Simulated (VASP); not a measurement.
A run of VASP 6.6.1 is set up as follows.

INCAR

```
PREC     = Accurate       # precision mode
ENCUT    = 600            # plane-wave cutoff, eV
EDIFF    = 1E-6           # SCF threshold, eV
ISMEAR   = 0              # smearing method
SIGMA    = 0.03           # smearing width, eV
LREAL    = False          # projectors in reciprocal space
LASPH    = True           # aspherical terms in the spheres
NELM     = 80             # most SCF steps
ALGO     = Normal         # electronic algorithm
ISIF     = 3              # what is computed and relaxed
LWAVE    = False          # write WAVECAR
LCHARG   = False          # write CHGCAR
GGA      = PS             # functional
IBRION   = 2              # ionic algorithm
NSW      = 90             # ionic steps
EDIFFG   = -0.01          # ionic threshold
KPAR     = 4
```

Contents of KPOINTS:

```
Automatic mesh
0
Gamma
  10 10 10
```

File POSCAR:

```
Sn
1.0
    0.0000000000      3.2333428000      3.2333428000
    3.2333428000      0.0000000000      3.2333428000
    3.2333428000      3.2333428000      0.0000000000
Sn
2
Direct
    0.0000000000      0.0000000000      0.0000000000
    0.2500000000      0.2500000000      0.2500000000
```

Potentials or basis: VASP PAW PBE potentials, release 64 (Sn_d).

Run with:

```bash
$ cat potpaw_PBE.64/Sn_d/POTCAR > POTCAR
$ mpirun -np 4 vasp_std > vasp.out
```

(1) Estimate the relaxed volume.

(2) What does it give for the band gap on the k mesh?

(3) Predict the relaxed cell.

(4) Predict the space group after relaxing (to 0.05 Å).

## Answers

(1) 34.92 Å³/atom.

(2) none (metal or under the smearing width).

(3) a = 4.622 Å, b = 4.622 Å, c = 4.622 Å, α = 60.00°, β = 60.00°, γ = 60.00°.

(4) Fd-3m (No. 227).

Caveat: the PAW data sets were made with another functional, which shifts forces and pressure a little.
